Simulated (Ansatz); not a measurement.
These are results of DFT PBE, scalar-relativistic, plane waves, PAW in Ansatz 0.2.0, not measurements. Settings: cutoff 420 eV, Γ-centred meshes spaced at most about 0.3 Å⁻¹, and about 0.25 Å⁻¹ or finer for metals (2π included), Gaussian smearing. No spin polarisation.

All energies are static (0 K, no zero-point motion).

Two relaxed structures of Sn3Ge2:

A.

```
Sn Ge
1.0
     1.66925    0.96374   12.85316
    -1.66925    0.96374   12.85316
     0.00000   -1.92748   12.85316
Sn Ge
3 2
Direct
  0.70464 0.70464 0.70464
  0.29536 0.29536 0.29536
  0.50000 0.50000 0.50000
  0.10122 0.10122 0.10122
  0.89878 0.89878 0.89878
```

B.

```
Sn Ge
1.0
    -1.73191    1.73191   10.16443
     1.73191   -1.73191   10.16443
     1.73191    1.73191  -10.16443
Sn Ge
3 2
Direct
  0.88545 0.88545 0.00000
  0.11455 0.11455 0.00000
  0.50000 0.50000 0.00000
  0.28541 0.28541 0.00000
  0.71459 0.71459 0.00000
```

Question: Which is lower in energy, and by how much?

Answer: B is lower, by 42 meV/atom. A has Sn and Ge ordered on fcc sites, space group R-3m (No. 166), 24.8 Å³/atom and no gap on its mesh; B has Sn and Ge ordered on bcc sites, space group I4/mmm (No. 139), 24.4 Å³/atom and no gap. Counting Ge atoms around Sn (those within 1.25 times the shortest such distance or 1.15 times the sum of covalent radii, 1.27 where that leaves under three; the shortest distance is added where it exceeds 1.18 times the sum of covalent radii; a slash parts the counts of unlike sites), A has Sn 3 from 3.1 Å/6 from 3.2 Å and B has Sn 2 from 4.4 Å/4+1 from 3.2 Å. Even the lower one lies +0.17 eV/atom against the reference forms of the elements (uncorrected), so neither is stable at this level. In A, around Sn on a site of symmetry 3m lie 3 Ge at 3.11 Å and 9 Sn at 3.34–3.51 Å; Sn on a site of symmetry -3m is surrounded by 6 Ge at 3.18 Å and 6 Sn at 3.34 Å; around Ge lie 6 Sn at 3.11–3.18 Å and 6 Ge at 3.34 Å. In B, Sn on a site of symmetry 4mm is surrounded by 4 Ge at 3.18 Å, 8 Sn at 3.38–3.46 Å and 1 Ge at 3.47 Å; Sn on a site of symmetry 4/mmm is surrounded by 12 Sn at 3.38–3.46 Å; Ge has 4 Ge at 2.84 Å, 4 Sn at 3.18 Å, 4 Ge at 3.46 Å and 1 Sn at 3.47 Å. Both come from invented guesses.

Cells relaxed within their symmetry can be saddle points.
